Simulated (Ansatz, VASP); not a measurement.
CuI in VASP and in Ansatz

Contents of INCAR:

```
SYSTEM = CuI
ALGO = Normal
EDIFF = 1E-6
ENCUT = 520
ISIF = 2
ISMEAR = 0
LASPH = .True.
LCHARG = .False.
LREAL = .False.
LWAVE = .False.
NBANDS = 26
NELM = 100
PREC = Accurate
SIGMA = 0.01
```

Contents of KPOINTS:

```
k-points
0
Gamma
  3 3 4
  0 0 0
```

POSCAR

```
CuI
1.0
    3.7331680000     -3.7110860000      0.0000000000
    3.7331680000      3.7110860000      0.0000000000
    0.0000000000      0.0000000000      4.3069980000
Cu I
2 2
Direct
    0.4204390000      0.5795610000      0.7500000000
    0.5795610000      0.4204390000      0.2500000000
    0.7700430000      0.2299570000      0.7500000000
    0.2299570000      0.7700430000      0.2500000000
```

Input for Ansatz:

```yaml
crystal:
  lattice:
    - [3.733168, -3.711086, 0.0]
    - [3.733168, 3.711086, 0.0]
    - [0.0, 0.0, 4.306998]
  atoms:
    - { symbol: Cu, position: [0.420439, 0.579561, 0.75] }
    - { symbol: Cu, position: [0.579561, 0.420439, 0.25] }
    - { symbol: I, position: [0.770043, 0.22995699999999994, 0.75] }
    - { symbol: I, position: [0.229957, 0.770043, 0.25] }
kpoints:
  mp_grid:
    grid: [3, 3, 4]
hamiltonian:
  xc: lda
scf:
  occupations:
    method: fixed
output:
  band_densities:
    - { bands: [v3, v1] }
    - { bands: [c1, c1] }
```

Measurements of this composition are mostly on another form, of space group No. 216.

Alike in both runs: task single point; functional LDA; k mesh 3 × 3 × 4; no spin polarisation.

```csv
,VASP,Ansatz
version,VASP 6.6.1,Ansatz 0.2.0
potentials or method,"VASP PAW LDA potentials, release 64 (Cu, I)","plane waves, PAW"
plane-wave cutoff (eV),520,420
occupations,"gaussian, width 0.01 eV",fixed
valence electrons in the cell,36,72
```

|  | VASP | Ansatz | Ansatz less VASP |
| --- | --- | --- | --- |
| gap on the k mesh at the Fermi level (eV) | 0.90 | 0.86 | -0.038 |

The two sets of potentials don't hold the same shells in valence.

Caveats: spin-orbit coupling is left out, which moves the levels of the heavy elements. LDA gaps usually lie below the measured ones, often by a third to a half.
